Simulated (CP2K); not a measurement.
# Bi in CP2K: work function with PBE

Aim: the work function of Bi with PBE.

All numbers are computed with CP2K 2026.2; they aren't measurements. Logs are shortened: lines on timing, memory, paths and dates and some standing lists are left out, and cuts for length are marked.

## (1) The cell of the first run

The cell holds a slab with vacuum, 4 atoms: a = 4.539 Å, b = 4.539 Å, c = 32.743 Å, α = 90.00°, β = 90.00°, γ = 120.00°.

## (2) Work function, PBE (the (0 0 1) slab of Bi, cut from the database cell, not relaxed)

Contents of bi_workfunction.inp:

```
&GLOBAL
  PROJECT bi_workfunction
  RUN_TYPE ENERGY_FORCE
  PRINT_LEVEL LOW
&END GLOBAL
&FORCE_EVAL
  METHOD QS
  &DFT
    BASIS_SET_FILE_NAME BASIS_MOLOPT_UZH
    POTENTIAL_FILE_NAME POTENTIAL_UZH
    &MGRID
      CUTOFF 450
      REL_CUTOFF 60
      NGRIDS 4
    &END MGRID
    &QS
      METHOD GPW
      EPS_DEFAULT 1.0E-10
    &END QS
    &KPOINTS
      SCHEME MONKHORST-PACK 7 7 1
      GAMMA_CENTERED T
      SYMMETRY T
      SYMMETRY_BACKEND SPGLIB
    &END KPOINTS
    &SCF
      SCF_GUESS ATOMIC
      EPS_SCF 1.0E-6
      MAX_SCF 100
      ADDED_MOS 14
      CHOLESKY OFF
      EPS_EIGVAL 1.0E-7
      &DIAGONALIZATION ON
        ALGORITHM STANDARD
      &END DIAGONALIZATION
      &MIXING ON
        METHOD BROYDEN_MIXING
        ALPHA 0.2
        BETA 1.5
        NBUFFER 8
      &END MIXING
      &SMEAR ON
        METHOD FERMI_DIRAC
        ELECTRONIC_TEMPERATURE 580.23
      &END SMEAR
    &END SCF
    &XC
      &XC_FUNCTIONAL PBE
      &END XC_FUNCTIONAL
    &END XC
    &PRINT
      &KPOINTS ON
      &END KPOINTS
      &MULLIKEN ON
      &END MULLIKEN
      &MO ON
        ENERGIES T
        OCCUPATION_NUMBERS T
        &EACH
          QS_SCF 0
        &END EACH
        ADD_LAST NUMERIC
      &END MO
      &LOWDIN ON
      &END LOWDIN
      &HIRSHFELD ON
        SHAPE_FUNCTION DENSITY
      &END HIRSHFELD
      &E_DENSITY_CUBE ON
        STRIDE 1
      &END E_DENSITY_CUBE
      &V_HARTREE_CUBE ON
        STRIDE 1
      &END V_HARTREE_CUBE
      &ELF_CUBE ON
        STRIDE 1
      &END ELF_CUBE
    &END PRINT
  &END DFT
  &SUBSYS
    &CELL
      A 4.5390002997 0.0000000000 0.0000000000
      B -2.2695001498 3.9308895674 0.0000000000
      C 0.0000000000 0.0000000000 32.7435000000
      PERIODIC XYZ
    &END CELL
    &COORD
      SCALED
      Bi  0.6666666667 0.3333333334 0.2290530945
      Bi  0.3333333333 0.6666666666 0.4096843648
      Bi  0.6666666667 0.3333333334 0.5903156352
      Bi  0.3333333333 0.6666666666 0.7709469055
    &END COORD
    &KIND Bi
      BASIS_SET TZVP-MOLOPT-PBE-GTH-q5
      POTENTIAL GTH-PBE-q5
    &END KIND
    &PRINT
      &ATOMIC_COORDINATES ON
      &END ATOMIC_COORDINATES
      &CELL ON
      &END CELL
      &SYMMETRY ON
      &END SYMMETRY
    &END PRINT
  &END SUBSYS
  &PRINT
    &FORCES ON
    &END FORCES
  &END PRINT
&END FORCE_EVAL
```

Potentials or basis: POTENTIAL_UZH Bi GTH-PBE-q5; TZVP-MOLOPT-PBE-GTH basis.

Run with:

```bash
> OMP_NUM_THREADS=1 mpirun -n 2 cp2k.psmp -i bi_workfunction.inp -o bi_workfunction.out
```

bi_workfunction.out:

```text

 CP2K| version string:                                       CP2K version 2026.2
 CP2K| Input file name                                       bi_workfunction.inp

 GLOBAL| Force Environment number                                              1
 GLOBAL| Basis set file name                                    BASIS_MOLOPT_UZH
 GLOBAL| Potential file name                                       POTENTIAL_UZH
 GLOBAL| MM Potential file name                                     MM_POTENTIAL
 GLOBAL| Coordinate file name                                      __STD_INPUT__
 GLOBAL| Method name                                                        CP2K
 GLOBAL| Project name                                            bi_workfunction
 GLOBAL| Run type                                                   ENERGY_FORCE
 GLOBAL| FFT library                                                       FFTW3
 GLOBAL| Diagonalization library                                       ScaLAPACK
 GLOBAL| Cholesky decomposition library                                ScaLAPACK
 GLOBAL| DGEMM library                                                      BLAS
 GLOBAL| Direct generalized diagonalization requested                          F
 GLOBAL| Matrix multiplication library                                 ScaLAPACK
 GLOBAL| Global print level                                                  LOW
 GLOBAL| Total number of message passing processes                             2
 GLOBAL| Number of threads for this process                                    1
 GLOBAL| CPU model name                                                  UNKNOWN

 CELL| Volume [angstrom^3]:                                           584.219642
 CELL| Vector a [angstrom]:       4.539     0.000     0.000   |a| =     4.539000
 CELL| Vector b [angstrom]:      -2.270     3.931     0.000   |b| =     4.539000
 CELL| Vector c [angstrom]:       0.000     0.000    32.743   |c| =    32.743500
 CELL| Angle (b,c), alpha [degree]:                                    90.000000
 CELL| Angle (a,c), beta  [degree]:                                    90.000000
 CELL| Angle (a,b), gamma [degree]:                                   120.000000
 CELL| Numerically orthorhombic:                                              NO
 CELL| Periodicity                                                           XYZ

 CELL_REF| Volume [angstrom^3]:                                       584.219642
 CELL_REF| Vector a [angstrom     4.539     0.000     0.000   |a| =     4.539000
 CELL_REF| Vector b [angstrom    -2.270     3.931     0.000   |b| =     4.539000
 CELL_REF| Vector c [angstrom     0.000     0.000    32.743   |c| =    32.743500
 CELL_REF| Angle (b,c), alpha [degree]:                                90.000000
 CELL_REF| Angle (a,c), beta  [degree]:                                90.000000
 CELL_REF| Angle (a,b), gamma [degree]:                               120.000000
 CELL_REF| Numerically orthorhombic:                                          NO
 CELL_REF| Periodicity                                                       XYZ
[... 9 lines left out ...]
 TOTAL NUMBERS AND MAXIMUM NUMBERS

  Total number of            - Atomic kinds:                                   1
                             - Atoms:                                          4
                             - Shell sets:                                     4
                             - Shells:                                        28
                             - Primitive Cartesian functions:                 20
                             - Cartesian basis functions:                     72
                             - Spherical basis functions:                     68

  Maximum angular momentum of- Orbital basis functions:                        2
                             - Local part of the GTH pseudopotential:          0
                             - Non-local part of the GTH pseudopotential:      4

 MODULE QUICKSTEP: ATOMIC COORDINATES IN ANGSTROM

   Atom Kind Element         X             Y             Z       Z(eff)     Mass
      1    1 Bi   83      2.269500      1.310297      7.500000   5.0000 208.9804
      2    1 Bi   83      0.000000      2.620593     13.414500   5.0000 208.9804
      3    1 Bi   83      2.269500      1.310297     19.329000   5.0000 208.9804
      4    1 Bi   83      0.000000      2.620593     25.243500   5.0000 208.9804

 Crystal Symmetry Information
       International Symbol:                                               P-3m1
       Point Group Symbol:                                                   -3m
       Schoenflies Symbol:                                                 D3d^3
       Number of Symmetry Operations:                                         12

 SCF PARAMETERS         Density guess:                                    ATOMIC
                        --------------------------------------------------------
                        max_scf:                                             100
[... 7 lines left out ...]
                        --------------------------------------------------------
[... 22 lines left out ...]
 BRILLOUIN| Symmetry reduction method                                    SPGLIB
 BRILLOUIN| Wavefunction type                                            COMPLEX
 BRILLOUIN| List of Kpoints [2 Pi/Bohr]                                        8
 BRILLOUIN| Number           Weight            X              Y              Z
 BRILLOUIN|     1           0.12245       -0.42857       -0.42857        0.00000
 BRILLOUIN|     2           0.12245       -0.42857       -0.28571        0.00000
 BRILLOUIN|     3           0.12245       -0.42857        0.00000        0.00000
 BRILLOUIN|     4           0.24490       -0.42857        0.14286        0.00000
 BRILLOUIN|     5           0.12245       -0.28571        0.00000        0.00000
 BRILLOUIN|     6           0.12245       -0.28571        0.14286        0.00000
 BRILLOUIN|     7           0.12245       -0.14286        0.00000        0.00000
 BRILLOUIN|     8           0.02041        0.00000        0.00000        0.00000
 *******************************************************************************

 Extrapolation method: initial_guess

 Number of electrons:                                                         20
 Number of occupied orbitals:                                                 10
 Number of molecular orbitals:                                                24

 Number of orbital functions:                                                 68
 Number of independent orbital functions:                                     68

 SCF WAVEFUNCTION OPTIMIZATION

  Step     Update method      Time    Convergence         Total energy    Change
  ------------------------------------------------------------------------------
     1 NoMix/Diag. 0.20E+00    0.8     0.37787925       -21.4323808367 -2.14E+01
     2 Broy./Diag. 0.20E+00    1.0     0.00416216       -22.2656740552 -8.33E-01
     3 Broy./Diag. 0.20E+00    0.9     0.02865169       -21.9665498559  2.99E-01
     4 Broy./Diag. 0.20E+00    1.0     0.02333476       -21.8202231635  1.46E-01
     5 Broy./Diag. 0.20E+00    1.0     0.00747968       -21.7516930986  6.85E-02
     6 Broy./Diag. 0.20E+00    1.0     0.00431422       -21.6553892362  9.63E-02
     7 Broy./Diag. 0.20E+00    1.0     0.00057113       -21.6340516987  2.13E-02
     8 Broy./Diag. 0.20E+00    1.0     0.00149905       -21.6264511322  7.60E-03
     9 Broy./Diag. 0.20E+00    1.0     0.00133403       -21.6190095699  7.44E-03
    10 Broy./Diag. 0.20E+00    1.0     0.00236152       -21.6216041547 -2.59E-03
    11 Broy./Diag. 0.20E+00    1.0     0.00210489       -21.6208308640  7.73E-04
[... 15 lines left out ...]
    27 Broy./Diag. 0.20E+00    1.0     0.00000491       -21.6142628058  5.14E-05
    28 Broy./Diag. 0.20E+00    1.0     0.00000632       -21.6142493663  1.34E-05
    29 Broy./Diag. 0.20E+00    1.0     0.00000229       -21.6142499039 -5.38E-07
    30 Broy./Diag. 0.20E+00    1.0     0.00000304       -21.6142584471 -8.54E-06
    31 Broy./Diag. 0.20E+00    1.0     0.00000341       -21.6142698599 -1.14E-05
    32 Broy./Diag. 0.20E+00    1.0     0.00000136       -21.6142734046 -3.54E-06
    33 Broy./Diag. 0.20E+00    1.0     0.00000269       -21.6142735248 -1.20E-07
    34 Broy./Diag. 0.20E+00    1.0     0.00000359       -21.6142744887 -9.64E-07
    35 Broy./Diag. 0.20E+00    1.0     0.00000161       -21.6142737213  7.67E-07
    36 Broy./Diag. 0.20E+00    1.0     0.00000074       -21.6142731092  6.12E-07

  *** SCF run converged in    36 steps ***

  Electronic density on regular grids:        -20.0000000001       -0.0000000001
  Core density on regular grids:               19.9999999918       -0.0000000082
  Total charge density on r-space grids:       -0.0000000083
  Total charge density g-space grids:          -0.0000000083

  Overlap energy of the core charge distribution:               0.00000000000000
  Self energy of the core charge distribution:                -45.69305663296180
  Core Hamiltonian energy:                                      8.19894732806871
  Hartree energy:                                              20.69740401069678
  Exchange-correlation energy:                                 -4.81389596468235
  Electronic entropic energy:                                  -0.00367185038096
  Fermi energy:                                                -0.09382812622136

  Total energy:                                               -21.61427310918211
  Total energy (extrapolated to T->0):                        -21.61243718399162

 MO| EIGENVALUES AND OCCUPATION NUMBERS FOR K POINT 1
 MO|
 MO|  Index      Eigenvalue [a.u.]        Eigenvalue [eV]             Occupation
 MO|      1              -0.458050             -12.464163               2.000000
 MO|      2              -0.458004             -12.462923               2.000000
 MO|      3              -0.457931             -12.460935               2.000000
 MO|      4              -0.457927             -12.460838               2.000000
 MO|      5              -0.143528              -3.905600               2.000000
 MO|      6              -0.143249              -3.897999               2.000000
[... 106 lines left out ...]
 MO|     23               0.187935               5.113985               0.000000
 MO|     24               0.200057               5.443824               0.000000
 MO| Sum:                                                              19.678620
 MO| E(Fermi):           -0.093828 a.u.         -2.553193 eV

 The electron density is written in Cube    file format to the file:

 bi_workfunction-ELECTRON_DENSITY-1_0.cube

 !-----------------------------------------------------------------------------!
                     Mulliken Population Analysis

 #  Atom  Element  Kind  Atomic population                           Net charge
       1     Bi       1          5.000181                             -0.000181
       2     Bi       1          4.999819                              0.000181
       3     Bi       1          4.999819                              0.000181
       4     Bi       1          5.000181                             -0.000181
 # Total charge                             20.000000                 -0.000000

 !-----------------------------------------------------------------------------!

 !-----------------------------------------------------------------------------!
                           Hirshfeld Charges

  #Atom  Element  Kind  Ref Charge     Population                    Net charge
      1       Bi     1       5.000          5.000                        -0.000
      2       Bi     1       5.000          5.000                         0.000
      3       Bi     1       5.000          5.000                         0.000
      4       Bi     1       5.000          5.000                        -0.000

  Total Charge                                                            0.000
 !-----------------------------------------------------------------------------!

 LOWDIN POPULATION ANALYSIS

 #  Atom  Element  Kind  Atomic population                           Net charge
       1     Bi       1          5.000223                             -0.000223
       2     Bi       1          4.999777                              0.000223
       3     Bi       1          4.999777                              0.000223
       4     Bi       1          5.000223                             -0.000223
 # Total charge                             20.000000                 -0.000000

               ----- ELF is computed on the real space grid -----

 ELF is written in Cube    file format to the file:

 bi_workfunction-ELF_S1-1_0.cube

 ENERGY| Total FORCE_EVAL ( QS ) energy [hartree]            -21.614275765664154

 FORCES| Atomic forces [hartree/bohr]
 FORCES|   Atom     x               y               z               |f|
 FORCES|      1 -1.18301836E-13  9.53113729E-12  6.39075416E-04   6.39075416E-04
 FORCES|      2  2.46291363E-13 -1.69691287E-11 -7.75740716E-06   7.75740716E-06
 FORCES|      3 -2.27891214E-13  1.50589098E-11  7.75744155E-06   7.75744155E-06
 FORCES|      4  1.00630425E-13 -7.60945573E-12 -6.39075450E-04   6.39075450E-04
 FORCES| Sum     7.28738251E-16  1.14626251E-14  7.36537567E-14
 FORCES| Total atomic force                                       7.45439381E-14
```

It took 43 s on 2 MPI ranks of Arm Neoverse V1, shared host.

What came out:

| Quantity | Value |
| --- | --- |
| Free energy | -588.1544 eV |
| Largest force | 0.033 eV/Å |
| Band gap on the k mesh | none (metal or under the smearing width) |
| Work function | 4.85 eV |
| Work function of the upper face | 4.85 eV |
| Work function of the lower face | 4.85 eV |

Forces on the atoms (eV/Å):
```
Bi   0.000  0.000  0.033
Bi   0.000  0.000  0.000
Bi   0.000  0.000  0.000
Bi   0.000  0.000 -0.033
```

Caveat: spin-orbit coupling is left out, which moves the levels of the heavy elements; the basis of atomic orbitals isn't converged, which shifts pressures, moduli and gaps.
